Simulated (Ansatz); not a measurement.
# Sb (omega type): how the settings move a relaxation

Aim: see which settings change the result for Sb (omega type), by how much, and at what cost.

Program: Ansatz 0.2.0. Level of theory: reference: DFT, PBE, PAW with Ansatz's default frozen-core files, scalar-relativistic. These are calculated values, not measurements.

## Step 1: The system as given

It takes space group P6/mmm (No. 191, hexagonal). The conventional cell has a = 4.550 Å, b = 4.550 Å, c = 2.680 Å, α = 90.00°, β = 90.00°, γ = 120.00°. Around Sb (site symmetry 6/mmm) lie 14 Sb at 2.68 to 2.95 Å. Sb (site symmetry -6m2) has 11 Sb at 2.63 to 2.95 Å as nearest neighbours.

Structure file:

```cif
data_structure
_symmetry_space_group_name_H-M 'P 1'
_symmetry_Int_Tables_number 1
_cell_length_a 4.5503
_cell_length_b 4.5503
_cell_length_c 2.6805
_cell_angle_alpha 90.000
_cell_angle_beta 90.000
_cell_angle_gamma 120.000
_cell_volume 48.07
loop_
_atom_site_label
_atom_site_type_symbol
_atom_site_fract_x
_atom_site_fract_y
_atom_site_fract_z
_atom_site_occupancy
Sb1 Sb 0.00000 0.00000 0.00000 1
Sb2 Sb 0.33333 0.66667 0.50000 1
Sb3 Sb 0.66667 0.33333 0.50000 1
```

## Step 2: Baseline

Input file input.yaml:

```yaml
crystal:
  lattice:
    - [4.5503460798, 0.0, 0.0]
    - [-2.2751730399, 3.9407153011, 0.0]
    - [0.0, 0.0, 2.680490438]
  atoms:
    - { symbol: Sb, position: [0.0, 0.0, 0.0] }
    - { symbol: Sb, position: [0.3333333333, 0.6666666667, 0.5] }
    - { symbol: Sb, position: [0.6666666667, 0.3333333333, 0.5] }
kpoints:
  mp_grid: { grid: [7, 7, 9] }
scf:
  occupations: { method: fermi_dirac, width: 0.1 }
hamiltonian:
  xc: pbe
  pseudopotentials: { kind: paw }
output:
  forces: true
  stress: true
relax:
  f_tol: 0.005
  max_steps: 30
  cell: { stress_tol: 0.38, fix: [volume] }
```

Started as:

```
$ ansatz run input.yaml --threads 1 --pin off --max-ram 3072MiB --backend cpu --events-out ev --progress --plain --runs-dir out
```

## Step 3: Changing settings: occupations.method methfessel_paxton, occupations.width 0.15

input.yaml: that of step 2 with these lines changed.

```diff
@@ -12,3 +12,3 @@
 scf:
-  occupations: { method: fermi_dirac, width: 0.1 }
+  occupations: { method: methfessel_paxton, width: 0.15 }
 hamiltonian:
```

Before running it: what results should come out? Wanted: for each run, ending; energy change; pressure; gap; force.

**Answer**, as computed:

| run | ending | energy change | pressure (GPa) | gap (eV) | force (eV/Å) | cycles | time |
| --- | --- | --- | --- | --- | --- | --- | --- |
| reference | converged | 0 | 111.0 | 0.00 | 0.00 | 19 | 12 s |
| 1: occupations.method methfessel_paxton, occupations.width 0.15 | converged | +0.4 meV/atom (σ→0) | 110.9 | 0.00 | 0.00 | 32 | 19 s |

What this shows: Changing the smearing hardly moves the energy: +0.4 meV/atom. Cost: 32 SCF cycles against 19, 19 s against 12 s. Semilocal functionals close small gaps, so the missing gap need not be the real solid's. The structure is not at rest: the sound run finds 111 GPa, so these are no properties of the relaxed crystal. 
